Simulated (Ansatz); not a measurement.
RbBr: energy along a strain

RbBr, Fm-3m, a = 6.855 Å (as given, not relaxed at this level: 1.0 GPa). Ansatz: PBE, PAW, 420 eV, Γ-centred 6×6×6 mesh on 2 atoms, Gaussian smearing 0.05 eV; no spin polarisation. Cell vectors (Å): 0.000 3.428 3.428; 3.428 0.000 3.428; 3.428 3.428 0.000. The cell is strained by x per cent times the pattern (1 -1 0 0 0 0) in the order xx yy zz yz xz xy (engineering shears), with fractional coordinates held. y is the free energy over the start, V0 = 40.265 Å³/atom. Symmetry makes y even in x. Points with a strain past 8.5 % were computed too (4) and aren't used here.

```
x (%) y (meV/atom)
-7.50         52.79
 0.00          0.00
 1.87          3.03
 3.75         12.40
 5.62             ?
```

Problem. Fit y = c2 x² + c4 x⁴ to the other rows, get the stiffness along the pattern, and predict the missing energy.

Solution. Least squares on the rows shown. y = 0.86277 x² + 0.0013461 x⁴. The clamped-ion stiffness p·C·p = 2 × 8.628 eV × 160.2 / 40.265 Å³ = 69 GPa (second derivative at the start, which stands under stress). At x = 5.62 the fit asked for gives 28.59 meV/atom. The run gave 28.58 meV/atom, so the fit is 0.01 meV/atom too high, a small miss on the scale of the series.